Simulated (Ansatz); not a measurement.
Reaction (ligand exchange at the Si–C bond): `[SiH3]C1=CN1` + `NC(N)=O` → `NC(=O)N[SiH3]` + `C1=CN1`

Gas-phase electronic energies from Ansatz, PBE0-D4/def2-TZVP geometries. CBS: MP2 limit from def2 TZ/QZ plus the TZ coupled-cluster correction, frozen cores. DFT in def2-TZVPP. B3LYP here is the variant with VWN-RPA as its local correlation; programs differ in this. One conformer a species, not always the lowest.

`[SiH3]C1=CN1`:

Cartesian coordinates in Å:
```
Si 0.669 1.278 -0.362
C -0.113 -0.341 -0.030
C -0.589 -1.514 -0.220
N -0.397 -1.254 1.200
H -0.177 2.355 0.211
H 0.792 1.459 -1.830
H 2.006 1.320 0.280
H -0.892 -2.336 -0.845
H -1.298 -0.968 1.595
```

`NC(N)=O`:

```xyz
8

N    -0.130   -1.147    0.249
C     0.341    0.144    0.343
N    -0.201    1.007   -0.582
O     1.159    0.489    1.167
H     0.113   -1.719    1.041
H    -1.055   -1.293   -0.116
H     0.285    1.887   -0.640
H    -0.512    0.632   -1.462
```

`NC(=O)N[SiH3]`:

Cartesian coordinates in Å:
```
N -0.602 2.040 -0.089
C -0.630 0.676 0.000
O -1.664 0.043 0.129
N 0.573 0.024 -0.027
Si 0.518 -1.716 0.157
H -1.498 2.471 -0.233
H 0.187 2.502 -0.504
H 1.428 0.554 -0.037
H -0.208 -2.356 -0.962
H -0.057 -2.124 1.459
H 1.952 -2.113 0.107
```

`C1=CN1`:

Cartesian coordinates in Å:
```
C -0.060 0.607 0.430
C -0.608 -0.195 -0.387
N 0.894 -0.208 -0.396
H -0.014 1.420 1.130
H -1.413 -0.625 -0.953
H 1.201 -1.000 0.176
```

```tsv
level	ΔE (kcal/mol)	difference from CCSD(T)/CBS
PBE0-D4	-3.7	1.7
B3LYP-D4	-4.3	1.1
ωB97X-V	-5.3	0.1
PBE	-2.3	3.1
MP2/def2-TZVPP	-5.1	0.3
SCS-MP2/def2-TZVPP	-5.3	0.1
CCSD(T)/def2-TZVPP	-5.4	0.0
HF/def2-QZVPP	-6.1	-0.7
MP2/def2-QZVPP	-5.2	0.2
HF/CBS(def2)	-6.2	-0.8
CCSD(T)/CBS	-5.4	0
```

Largest T1 diagnostic among the species: 0.014.

From PBE to PBE0 (25 % exact exchange), in def2-TZVPP and without D4, ΔE moves by −1.2 kcal/mol.

CCSD(T)/CBS has its own doubt, a few kJ/mol and more with outer-core shells, so smaller differences from it don't rank the levels.
